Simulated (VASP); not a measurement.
# Ag in VASP: relaxation of the atoms with PBE

Aim: the relaxation of the atoms of Ag with PBE.

Program: VASP 6.6.1. These are calculated values, not measurements. Logs are shortened: lines on timing, memory, paths and dates and some standing lists are left out, and cuts for length are marked.

## 1. Starting point

The cell holds a slab with vacuum, 6 atoms: a = 2.923 Å, b = 2.923 Å, c = 35.377 Å, α = 90.00°, β = 90.00°, γ = 120.00°.

The cell was built by a generator and needn't be a form met in nature.

## 2. Relaxation of the atoms, PBE

File INCAR:

```
PREC = Accurate ; ENCUT = 520
EDIFF = 1E-6 ; ISMEAR = 1
SIGMA = 0.1 ; LREAL = False
LASPH = True ; NELM = 120
ALGO = Fast ; ISIF = 2
LWAVE = False ; LCHARG = False
LDIPOL = True ; IDIPOL = 3
DIPOL = 0.5 0.5 0.500 ; GGA = PE
IBRION = 2 ; NSW = 90
EDIFFG = -0.02 ; KPAR = 2
```

File KPOINTS:

```
Automatic mesh
0
Gamma
  13 13 1
```

File POSCAR:

```
Ag
1.0
    1.4613884900      2.5311991400      0.0000000000
   -2.9227769700      0.0000000000      0.0000000000
    0.0000000000      0.0000000000     35.3773575300
Ag
6
Direct
    0.0000000000      0.0000000000      0.3329344400
    0.6666670000      0.3333330000      0.3997606700
    0.3333330000      0.6666670000      0.4665868900
    1.0000000000      0.0000000000      0.5334131100
    0.6666670000      0.3333330000      0.6002393300
    0.3333330000      0.6666670000      0.6670655600
```

Potentials or basis: VASP PAW PBE potentials, release 64 (Ag).

Command:

```sh
> cat potpaw_PBE.64/Ag/POTCAR > POTCAR
> mpirun -np 2 vasp_std > vasp.out
```

OUTCAR:

```text
PREC = Accurate
   ENCUT = 520
   EDIFF = 1E-6
   ISMEAR = 1
   LREAL = False
   LASPH = True
   NELM = 120
   ISIF = 2
   GGA = PE
   IBRION = 2
   NSW = 90
   EDIFFG = -0.02

 ion  position               nearest neighbor table
   1  0.000  0.000  0.333-   2 2.90   2 2.90   2 2.90
   2  0.667  0.333  0.400-   3 2.90   3 2.90   1 2.90   1 2.90   1 2.90   3 2.90
   3  0.333  0.667  0.467-   2 2.90   4 2.90   2 2.90   4 2.90   4 2.90   2 2.90
   4  0.000  0.000  0.533-   3 2.90   5 2.90   3 2.90   5 2.90   3 2.90   5 2.90
   5  0.667  0.333  0.600-   4 2.90   6 2.90   6 2.90   4 2.90   4 2.90   6 2.90
   6  0.333  0.667  0.667-   5 2.90   5 2.90   5 2.90

  LATTYP: Found a hexagonal cell.
 ALAT       =     2.9227770023
 C/A-ratio  =    12.1040221346

  Lattice vectors:

 A1 = (   1.4613884900,   2.5311991400,   0.0000000000)
 A2 = (  -2.9227769700,   0.0000000000,   0.0000000000)
 A3 = (   0.0000000000,   0.0000000000,  35.3773575300)

Analysis of symmetry for initial positions (statically):
=====================================================================
 Subroutine PRICEL returns:
 Original cell was already a primitive cell.

 Routine SETGRP: Setting up the symmetry group for a
 hexagonal supercell.

 Subroutine GETGRP returns: Found 12 space group operations
 (whereof  6 operations were pure point group operations)
 out of a pool of 24 trial point group operations.

The static configuration has the point symmetry C_3v.
 The point group associated with its full space group is D_3d.

Analysis of symmetry for dynamics (positions and initial velocities):
=====================================================================
 Subroutine PRICEL returns:
 Original cell was already a primitive cell.

 Routine SETGRP: Setting up the symmetry group for a
 hexagonal supercell.

 Subroutine GETGRP returns: Found 12 space group operations
 (whereof  6 operations were pure point group operations)
 out of a pool of 24 trial point group operations.

The dynamic configuration has the point symmetry C_3v.
 The point group associated with its full space group is D_3d.

 Subroutine INISYM returns: Found 12 space group operations
 (whereof  6 operations are pure point group operations),
 and found     1 'primitive' translations

----------------------------------------------------------------------------------------

                                     Primitive cell

  volume of cell :     261.7263

  direct lattice vectors                    reciprocal lattice vectors
     1.461388490  2.531199140  0.000000000     0.000000000  0.395069666  0.000000000
    -2.922776970  0.000000000  0.000000000    -0.342140372  0.197534834  0.000000000
     0.000000000  0.000000000 35.377357530     0.000000000  0.000000000  0.028266667

  length of vectors
     2.922777002  2.922776970 35.377357530     0.395069666  0.395069671  0.028266667

  position of ions in fractional coordinates (direct lattice)
     0.000000000  0.000000000  0.332934440
     0.666667000  0.333333000  0.399760670
     0.333333000  0.666667000  0.466586890
     0.000000000  0.000000000  0.533413110
     0.666667000  0.333333000  0.600239330
     0.333333000  0.666667000  0.667065560

  ion indices of the primitive-cell ions
   primitive index   ion index
                 1           1
                 2           2
                 3           3
                 4           4
                 5           5
                 6           6

----------------------------------------------------------------------------------------

 KPOINTS: Automatic mesh

Automatic generation of k-mesh.
 Grid dimensions read from file:
 generate k-points for:   13   13    1

 Generating k-lattice:

  Cartesian coordinates                     Fractional coordinates (reciprocal lattice)
     0.000000000  0.030389974  0.000000000     0.076923077  0.000000000  0.000000000
    -0.026318490  0.015194987  0.000000000     0.000000000  0.076923077  0.000000000
     0.000000000  0.000000000  0.028266667     0.000000000  0.000000000  1.000000000

  Length of vectors
     0.030389974  0.030389975  0.028266667

  Shift w.r.t. Gamma in fractional coordinates (k-lattice)
     0.000000000  0.000000000  0.000000000

 Subroutine IBZKPT returns following result:
 ===========================================

 Found     21 irreducible k-points:

 Following reciprocal coordinates:
            Coordinates               Weight
  0.000000  0.000000  0.000000      1.000000
  0.076923  0.000000  0.000000      6.000000
  0.153846  0.000000  0.000000      6.000000
  0.230769  0.000000  0.000000      6.000000
  0.307692  0.000000  0.000000      6.000000
  0.384615  0.000000  0.000000      6.000000
[... 13 lines left out ...]
  0.384615  0.230769  0.000000      6.000000
  0.307692  0.307692  0.000000      6.000000
   k-points           NKPTS =     21   k-points in BZ     NKDIM =     21   number of bands    NBANDS=     39
   number of dos      NEDOS =    301   number of ions     NIONS =      6
   total plane-waves  NPLWV = 155520
   dimension x,y,z NGX =    24 NGY =   24 NGZ =  270
   dimension x,y,z NGXF=    48 NGYF=   48 NGZF=  540
   ions per type =               6
   NGX,Y,Z   is equivalent  to a cutoff of  13.65, 13.65, 12.69 a.u.
   NGXF,Y,Z  is equivalent  to a cutoff of  27.30, 27.30, 25.38 a.u.
 SYSTEM =  unknown system
   PREC   = accura    normal or accurate (medium, high low for compatibility)
   ISTART =      0    job   : 0-new  1-cont  2-samecut
   ICHARG =      2    charge: 1-file 2-atom 10-const
   ISPIN  =      1    spin polarized calculation?
   LNONCOLLINEAR =      F non collinear calculations
   LSORBIT =      F    spin-orbit coupling
   LASPH  =      T    aspherical Exc in radial PAW
   ENCUT  =  520.0 eV  38.22 Ry    6.18 a.u.   5.43  5.43 65.78*2*pi/ulx,y,z
   NELM   =    120;   NELMIN=  2; NELMDL= -5     # of ELM steps
   EDIFF  = 0.1E-05   stopping-criterion for ELM
   LREAL  =      F    real-space projection
   EDIFFG = -.2E-01   stopping-criterion for IOM
   NSW    =     90    number of steps for IOM
   IBRION =      2    ionic relax: 0-MD 1-quasi-New 2-CG
   NFREE  =      1    steps in history (QN), initial steepest desc. (CG)
   ISIF   =      2    stress and relaxation
   ISYM   =      2    0-nonsym 1-usesym 2-fastsym
   POTIM  = 0.5000    time-step for ionic-motion
   TEBEG  =    0.0;   TEEND  =   0.0 temperature during run
   PSTRESS=    0.0 pullay stress
   NELECT =      66.0000    total number of electrons
   NUPDOWN=      -1.0000    fix difference up-down
   EMIN   =  10.00;   EMAX   =-10.00  energy-range for DOS
   EFERMI =   0.00;   METHOD = LEGACY
   ISMEAR =     1;   SIGMA  =   0.10  broadening in eV -4-tet -1-fermi 0-gaus
   EFERMI_NEDOS =   21; number of points for ismear=-14 and -15
   IALGO  =     68    algorithm
   IMIX   =      4    mixing-type and parameters
     AMIX     =   0.40;   BMIX     =  1.00
     AMIX_MAG =   1.60;   BMIX_MAG =  1.00
  volume/ion in A,a.u.               =      43.62       294.37
  Fermi-wavevector in a.u.,A,eV,Ry     =   1.034285  1.954516 14.554779  1.069746
  Thomas-Fermi vector in A             =   2.168573
   LORBIT       =      0    0 simple, 1 ext, 2 COOP (PROOUT), +10 PAW based schemes
   GGA     = PE    functional components
   LHFCALC =     F    Hartree Fock is set to
   AEXX    =    0.0000 exact exchange contribution
   IVDW    =     0    specifies the selected vdW correction
   LEPSILON=     F    determine dielectric tensor
   LRPA    =     F    only Hartree local field effects (RPA)
 conjugate gradient relaxation of ions
 non-spin polarized calculation
 RMM-DIIS sequential band-by-band and
 Methfessel and Paxton  Order N= 1 SIGMA  =   0.10
  energy-cutoff  :      520.00
  volume of cell :      261.73
 maximum number of plane-waves:      7177
 NGX is ok and might be reduce to    24
   NGX = 11   NGY = 11   NGZ =131

--------------------------------------- Ionic step        1  -------------------------------------------

 number of electron      66.0000028 magnetization

 Free energy of the ion-electron system (eV)
  ---------------------------------------------------
  ext. energy  EPLUGINS =         0.00000000
  ---------------------------------------------------
  free energy    TOTEN  =       -15.62590088 eV

  energy without entropy =      -15.62782939  energy(sigma->0) =      -15.62654371

------------------------ aborting loop because EDIFF is reached ----------------------------------------

  FORCE on cell =-STRESS in cart. coord.  units (eV):
  Direction    XX          YY          ZZ          XY          YZ          ZX
  --------------------------------------------------------------------------------------
  -------------------------------------------------------------------------------------
  Total       -0.1611511     -0.1611511      0.9917354     -0.0000000     -0.0000000     -0.0000000
  in kB       -0.9864983     -0.9864983      6.0709830     -0.0000000     -0.0000000     -0.0000000
  external PRESSURE =       1.3659955 kB  Pullay stress =       0.0000000 kB
[... 101 lines left out ...]
  FREE ENERGIE OF THE ION-ELECTRON SYSTEM (eV)
  ---------------------------------------------------
  free  energy   TOTEN  =       -15.6281881368 eV

  energy  without entropy=      -15.6299780534  energy(sigma->0) =      -15.62878478

[... ionic steps 4 to 9 ...]

--------------------------------------- Ionic step       10  -------------------------------------------

 number of electron      66.0000021 magnetization

------------------------ aborting loop because EDIFF is reached ----------------------------------------

  FORCE on cell =-STRESS in cart. coord.  units (eV):
  Direction    XX          YY          ZZ          XY          YZ          ZX
  --------------------------------------------------------------------------------------
  -------------------------------------------------------------------------------------
  Total       -0.4409780     -0.4409780      0.1029039     -0.0000000      0.0000000     -0.0000000
  in kB       -2.6994802     -2.6994802      0.6299339     -0.0000000      0.0000000     -0.0000000
  external PRESSURE =      -1.5896755 kB  Pullay stress =       0.0000000 kB
[... 61 lines left out ...]
  FREE ENERGIE OF THE ION-ELECTRON SYSTEM (eV)
  ---------------------------------------------------
  free  energy   TOTEN  =       -15.6325352714 eV

  energy  without entropy=      -15.6328242979  energy(sigma->0) =      -15.63263161

 dipolmoment           0.000000      0.000000      0.000000 electrons x Angstroem

--------------------------------------- Ionic step       12  -------------------------------------------

 number of electron      66.0000020 magnetization

 dipolmoment           0.000000      0.000000     -0.000000 electrons x Angstroem

 Free energy of the ion-electron system (eV)
  ---------------------------------------------------
  ext. energy  EPLUGINS =         0.00000000
  ---------------------------------------------------
  free energy    TOTEN  =       -15.63258205 eV

  energy without entropy =      -15.63284316  energy(sigma->0) =      -15.63266909

 E-fermi :   0.6356     XC(G=0):  -5.3325

 val. band max:        0.6153129543   @ k =   0.1538   0.1538   0.0000
 cond. band min:       0.7081408453   @ k =   0.3846   0.0000   0.0000
 fundamental gap:      0.0928278910
 Fermi energy:         0.6356168207

 k-point     1 :       0.0000    0.0000    0.0000
  band No.  band energies     occupation
      1      -6.7576      2.00000
      2      -6.2566      2.00000
      3      -5.6691      2.00000
      4      -5.5838      2.00000
      5      -5.3339      2.00000
      6      -5.2816      2.00000
[... 871 lines left out ...]
     38       5.1454      0.00000
     39       5.5729      0.00000

------------------------ aborting loop because EDIFF is reached ----------------------------------------

 vacuum level on the upper side and lower side of the slab       (xc-potential included)        -0.015        -0.015

  FORCE on cell =-STRESS in cart. coord.  units (eV):
  Direction    XX          YY          ZZ          XY          YZ          ZX
  --------------------------------------------------------------------------------------
  -------------------------------------------------------------------------------------
  Total       -0.4844996     -0.4844996     -0.0102945     -0.0000000      0.0000000     -0.0000000
  in kB       -2.9659009     -2.9659009     -0.0630187     -0.0000000      0.0000000     -0.0000000
  external PRESSURE =      -1.9982735 kB  Pullay stress =       0.0000000 kB

 VOLUME and BASIS-vectors are now :
 -----------------------------------------------------------------------------
  energy-cutoff  :      520.00
  volume of cell :      261.73
      direct lattice vectors                 reciprocal lattice vectors
     1.461388490  2.531199140  0.000000000     0.000000000  0.395069666  0.000000000
    -2.922776970  0.000000000  0.000000000    -0.342140372  0.197534834  0.000000000
     0.000000000  0.000000000 35.377357530     0.000000000  0.000000000  0.028266667
[... 12 lines left out ...]
  FREE ENERGIE OF THE ION-ELECTRON SYSTEM (eV)
  ---------------------------------------------------
  free  energy   TOTEN  =       -15.6325820480 eV

  energy  without entropy=      -15.6328431647  energy(sigma->0) =      -15.63266909

 reached required accuracy - stopping structural energy minimisation

 vacuum level on the upper side and lower side of the slab         5.024         5.023
```

Run time: 10 min. Hardware: 2 MPI ranks of Intel Xeon 6975P-C (Granite Rapids), shared host; peak memory 0.49 GiB.

Results:

```
Free energy                  : -15.6326 eV
Energy gained by relaxing    : 1.1 meV/atom
Ionic steps                  : 12
Largest force after relaxing : 0.017 eV/Å
Band gap on the k mesh       : none (metal or under the smearing width)
```

Forces in eV/Å, atoms in the order of the input:
```
Ag   0.000  0.000  0.002
Ag   0.000  0.000 -0.004
Ag   0.000  0.000  0.017
Ag   0.000  0.000 -0.017
Ag   0.000  0.000  0.004
Ag   0.000  0.000 -0.002
```

Step by step:
```
step  energy change (eV)  largest force (eV/Å)  pressure (GPa)
   1              0.0000                0.0734            0.14
   2             -0.0007                0.0553            0.13
   3             -0.0023                0.0545            0.09
   4             -0.0036                0.0812            0.03
   5             -0.0044                0.0665            0.00
   6             -0.0059                0.0361           -0.09
   7             -0.0053                0.0958           -0.26
   8             -0.0062                0.0459           -0.15
   9             -0.0062                0.0679           -0.19
  10             -0.0062                0.0511           -0.16
  11             -0.0066                0.0224           -0.19
  12             -0.0067                0.0168           -0.20
```

Final structure:
```yaml
crystal:
  lattice:
    - [1.46139, 2.53120, 0.00000]
    - [-2.92278, 0.00000, 0.00000]
    - [0.00000, 0.00000, 35.37736]
  atoms:
    - { symbol: Ag, position: [0.00000, 0.00000, 0.33115] }
    - { symbol: Ag, position: [0.66667, 0.33333, 0.39829] }
    - { symbol: Ag, position: [0.33333, 0.66667, 0.46596] }
    - { symbol: Ag, position: [0.00000, 0.00000, 0.53404] }
    - { symbol: Ag, position: [0.66667, 0.33333, 0.60171] }
    - { symbol: Ag, position: [0.33333, 0.66667, 0.66885] }
```
